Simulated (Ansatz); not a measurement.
FeGe:

```
Ge Fe
1.0
     4.99760    0.00000    0.00000
    -2.49880    4.32805    0.00000
     0.00000    0.00000    4.11576
Ge Fe
3 3
Cartesian
  2.4988 1.4427 2.0579
  0.0000 2.8854 2.0579
  0.0000 0.0000 0.0000
  -1.2494 2.1640 0.0000
  1.2494 2.1640 0.0000
  2.4988 0.0000 0.0000
```

The cell is a database's computed one.

| Property | Result |
| --- | --- |
| Program | Ansatz 0.2.0 |
| Task | relaxation of cell and atoms |
| Functional | LDA |
| Potentials or basis | Ansatz PAW |
| Cutoff | 420 eV (not typed: the program's choice for these potentials) |
| k mesh | 6 × 6 × 7 |
| Occupations | fermi-dirac, width 0.05 eV |
| Spin | collinear spin, ferromagnetic start |
| Starting moments | [0.0, 0.0, 0.0, 3.0, 3.0, 3.0] μB |

At the start: volume 14.84 Å³/atom.

Q: How do energy, volume and symmetry change on relaxing?

A: It ends after 6 steps and the volume is 13.34 Å³/atom (-10.1 %); space group P6/mmm (No. 191, to 0.05 Å); moment 3.24 μB per cell.

The path:
| step | energy change (eV) | largest force (eV/Å) | volume (Å³) |
| --- | --- | --- | --- |
| 1 | 0.0000 | 0.0000 | 89.02 |
| 2 | -0.4237 | 0.0000 | 82.25 |
| 3 | -0.4623 | 0.0000 | 79.67 |
| 4 | -0.4647 | 0.0000 | 79.96 |
| 5 | -0.4647 | 0.0000 | 80.02 |
| 6 | -0.4607 | 0.0000 | 80.02 |

Final structure:
```
Ge Fe
1.0
     4.86860    0.00000    0.00000
    -2.43430    4.21633    0.00000
     0.00000    0.00000    3.89801
Ge Fe
3 3
Direct
  0.66667 0.33333 0.50000
  0.33333 0.66667 0.50000
  0.00000 0.00000 0.00000
  0.00000 0.50000 0.00000
  0.50000 0.50000 0.00000
  0.50000 0.00000 0.00000
```

Caveat: the plane-wave basis is chosen anew once the cell has moved, so the energies of steps on either side of that aren't comparable; the PAW data sets come from PBE, with cores solved anew for the run's functional, which leaves a small shift of forces and pressure.
